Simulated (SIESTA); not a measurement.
The system is InSe.

```
In Se
1.0
     2.00000    1.15470    8.44000
    -2.00000    1.15470    8.44000
     0.00000   -2.30940    8.44000
In Se
2 2
Direct
  0.88860 0.88860 0.88860
  0.00000 0.00000 0.00000
  0.17190 0.17190 0.17190
  0.38350 0.38350 0.38350
```

Base run:

| Property | Result |
| --- | --- |
| Program | SIESTA 5.4.2 |
| Functional | AM05 |
| Potentials or basis | PseudoDojo 0.4 standard (PBEsol files) |
| Basis | DZP (energy shift 0.003 Ry; two zetas on semicore shells) |
| Grid cutoff | 500 Ry |
| Energy shift | 0.003 Ry |
| k mesh | 8 × 8 × 8 |
| Occupations | fermi-dirac, width 0.05 eV |
| Spin | no spin polarisation |

Its results: band gap on the k mesh 0.40 eV, direct; pressure 1.5 GPa; largest force 0.521 eV/Å.

The run is repeated on the same cell with these changes: functional from AM05 to BLYP; potentials or basis from PseudoDojo 0.4 standard (PBEsol files) to PseudoDojo 0.4 standard (PBE files). What comes out?

Band gap on the k mesh 0.38 eV, direct; pressure 6.3 GPa; largest force 0.621 eV/Å.

Caveats: the potentials were made for another functional, which shifts forces and pressure; spin-orbit coupling is left out, which moves the levels of the heavy elements; the basis of atomic orbitals isn't converged, which shifts pressures, moduli and gaps.
